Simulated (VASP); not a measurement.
Na, 3 atoms in the cell. The cell holds a slab with vacuum, 3 atoms: a = 3.767 Å, b = 3.767 Å, c = 21.154 Å, α = 90.00°, β = 90.00°, γ = 120.00°. The slab is cut from a database's or a generator's crystal, which needn't be the stable form of the element.

```yaml
Program: VASP 6.6.1
Task: work function
Functional: PBE
Potentials_or_basis: VASP PAW PBE potentials, release 64 (Na_pv)
Cutoff: 520 eV
k_mesh: 8 × 8 × 1
Occupations: fermi-dirac, width 0.05 eV
Spin: no spin polarisation
Dipole_correction: yes
Further_INCAR_settings: ALGO = Normal; EDIFF = 1e-07; EFIELD = -0.3
```

Potentials or basis: VASP PAW PBE potentials, release 64 (Na_pv).

Launch:

```console
$ cat potpaw_PBE.64/Na_pv/POTCAR > POTCAR
$ mpirun -np 1 vasp_std > vasp.out
```

Hardware: 1 thread of Intel(R) Xeon(R) 6975P-C (Granite Rapids), on a shared host.

Problem. Estimate the wall time of this run.

Solution. It took 26 s on 1 thread of Intel(R) Xeon(R) 6975P-C (Granite Rapids) (shared host), peak memory 0.34 GiB. Counts: scf iterations 23, k points 10.
